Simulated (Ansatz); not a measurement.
The system is SiNi.

```
Ni Si
1.0
     5.17310    0.00000    0.00000
     0.00000    3.33810    0.00000
     0.00000    0.00000    5.60490
Ni Si
4 4
Direct
  0.99221 0.75000 0.81248
  0.50779 0.25000 0.31248
  0.49221 0.75000 0.68752
  0.00779 0.25000 0.18752
  0.67872 0.25000 0.91750
  0.82128 0.75000 0.41750
  0.17872 0.25000 0.58250
  0.32128 0.75000 0.08250
```

- Program: Ansatz 0.2.0
- Task: relaxation of cell and atoms
- Functional: RPBE
- Potentials or basis: Ansatz PAW
- Cutoff: 420 eV (not typed: the program's choice for these potentials)
- k mesh: 5 × 8 × 5
- Occupations: fermi-dirac, width 0.05 eV
- Spin: collinear spin, ferromagnetic start
- Starting moments: [1.0, 1.0, 1.0, 1.0, 0.0, 0.0, 0.0, 0.0] μB

At the start: volume 12.10 Å³/atom.

Q: Where does the relaxation end?

A: It ends after 5 steps and the volume is 12.47 Å³/atom (+3.1 %); space group Pnma (No. 62, to 0.05 Å); moment 0.00 μB per cell.

Step by step:
```tsv
step	energy change (eV)	largest force (eV/Å)	volume (Å³)
1	0.0000	0.0749	96.79
2	-0.0500	0.0423	98.44
3	-0.0611	0.0178	99.71
4	-0.0611	0.0068	99.76
5	-0.0620	0.0070	99.76
```

Final structure:
```
Ni Si
1.0
     5.16303    0.00000    0.00000
     0.00000    3.41989    0.00000
     0.00000    0.00000    5.64963
Ni Si
4 4
Direct
  0.99168 0.75000 0.81112
  0.50832 0.25000 0.31112
  0.49168 0.75000 0.68888
  0.00832 0.25000 0.18888
  0.67849 0.25000 0.91492
  0.82151 0.75000 0.41492
  0.17849 0.25000 0.58508
  0.32151 0.75000 0.08508
```

The cell as given is a measured one (12.10 Å³/atom); RPBE puts the equilibrium volume +3.1 % from it, thermal expansion not counted.

Caveat: the plane-wave basis is chosen anew once the cell has moved, so the energies of steps on either side of that aren't comparable; the PAW data sets come from PBE, with cores solved anew for the run's functional, which leaves a small shift of forces and pressure; the starting moments weren't kept.
